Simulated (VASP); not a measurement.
Runs of VASP 6.6.1 on InP. Symmetry: F-43m, No. 216, cubic system. Conventional cell: a = 5.861 Å, b = 5.861 Å, c = 5.861 Å, α = 90.00°, β = 90.00°, γ = 90.00°. In (site symmetry -43m) has 4 P at 2.54 Å as nearest neighbours. P (site symmetry -43m) has 4 In at 2.54 Å as nearest neighbours. 

```tsv
task	level	spin	k mesh	smearing	gap on the mesh (eV)	pressure (GPa)
band structure	SCAN	off	8 × 8 × 8	fermi-dirac 0.05 eV	1.06	0.9
band structure	SCAN	SOC, no magnetisation	6 × 6 × 6	fermi-dirac 0.05 eV	-	0.9
band structure	rSCAN	off	8 × 8 × 8	fermi-dirac 0.05 eV	1.14	(b)
band structure	r2SCAN	off	8 × 8 × 8	fermi-dirac 0.05 eV	1.17	1.6
single point	PBE	off	8 × 8 × 8	gaussian 0.012 eV	(a)	3.3
```

Alike in all rows: potentials or basis VASP PAW PBE potentials, release 64 (In_d, P); cell as given; cutoff (eV) 520.

Problem. Estimate the missing entries.

Solution. (a) 0.71; (b) 1.4.

Caveats: the PAW data sets were made with another functional, which shifts forces and pressure a little (some runs); spin-orbit coupling is left out, which moves the levels of the heavy elements (some runs).

A k mesh can miss the band edges, and rows without SOC leave out spin-orbit coupling on In.
